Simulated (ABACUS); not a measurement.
## BN: band structure with PBE

Crystal: BN.

```
CELL_PARAMETERS angstrom
1.25112 0.72234 3.37293
-1.25112 0.72234 3.37293
0.00000 -1.44467 3.37293
ATOMIC_POSITIONS crystal
N 0.66724 0.66724 0.66724
B 0.00033 0.00033 0.00033
```

The cell is a database's computed one.

| Property | Result |
| --- | --- |
| Program | ABACUS 3.10.1 |
| Task | band structure |
| Functional | PBE |
| Potentials or basis | SPMS ONCV 1.0 PBE |
| Cutoff | 1361 eV |
| Density cutoff | 5442 eV |
| Basis | DZP LCAO (the cutoffs set its grid) |
| Occupations | fermi-dirac, width 0.05 eV |
| Spin | no spin polarisation |
| Radial cutoff of the potentials (pseudo_rcut) | 7 bohr |
| Orbital files | N N_confined-atom_6au_2s2p1d.orb, B B_confined-atom_7au_2s2p1d.orb |
| Density | read from an earlier self-consistent run |
| Path | G-L-B1, B-Z-G-X, Q-F-P1-Z, L-P |
| Points for each segment of the path | 10 |
| SCF threshold on the density | 1e-07 |
| Max SCF steps | 100 |
| Eigensolver | genelpa |
| Mixing | broyden |
| Mixing share | 0.7 |
| Symmetry key | -1 |
| Bands | 14 |

| Item | Value |
| --- | --- |
| Band gap along the path | 4.21 eV, indirect (least direct gap 4.64 eV) |

Levels at the corners of the path, in eV from the Fermi level:
| point | band 1 | band 2 | band 3 | band 4 | band 5 | band 6 | band 7 | band 8 | band 9 |
| --- | --- | --- | --- | --- | --- | --- | --- | --- | --- |
| Γ | -20.46 | -6.97 | -4.21 | -4.21 | 2.57 | 8.85 | 8.85 | 10.40 | 12.38 |
| L | -17.45 | -11.83 | -7.02 | -3.37 | 2.48 | 7.15 | 10.72 | 12.65 | 18.46 |
| B1 | -16.90 | -10.87 | -9.79 | -3.14 | 2.00 | 9.96 | 11.56 | 13.29 | 16.01 |
| B | -16.90 | -10.87 | -9.79 | -3.14 | 2.00 | 9.96 | 11.56 | 13.29 | 16.01 |
| Z | -20.24 | -8.92 | -4.22 | -4.22 | 7.41 | 8.78 | 8.78 | 9.73 | 13.74 |
| Γ | -20.46 | -6.97 | -4.21 | -4.21 | 2.57 | 8.85 | 8.85 | 10.40 | 12.38 |
| X | -16.85 | -10.85 | -9.96 | -2.88 | 1.83 | 9.94 | 11.34 | 13.77 | 15.45 |
| Q | -16.85 | -10.85 | -9.96 | -2.88 | 1.83 | 9.94 | 11.34 | 13.77 | 15.45 |
| F | -17.39 | -11.71 | -7.08 | -3.93 | 1.50 | 7.12 | 12.48 | 15.07 | 18.13 |
| P1 | -17.49 | -11.56 | -7.02 | -4.26 | 2.22 | 7.20 | 12.28 | 14.24 | 18.44 |
| Z | -20.24 | -8.92 | -4.22 | -4.22 | 7.41 | 8.78 | 8.78 | 9.73 | 13.74 |
| L | -17.45 | -11.83 | -7.02 | -3.37 | 2.48 | 7.15 | 10.72 | 12.65 | 18.46 |
| P | -17.49 | -11.56 | -7.02 | -4.26 | 2.22 | 7.20 | 12.28 | 14.24 | 18.44 |

Run time: 0.99 s on 4 MPI ranks on Intel(R) Xeon(R) Platinum 8223CL CPU @ 3.00GHz (Skylake/Cascade Lake), on a shared host, peak memory 0.4 GiB a rank.

Caveat: the atomic orbitals were generated for these runs and aren't a published set; the density is read from an earlier self-consistent run, whose mesh may be coarse; the basis of atomic orbitals isn't converged, which shifts pressures, moduli and gaps.
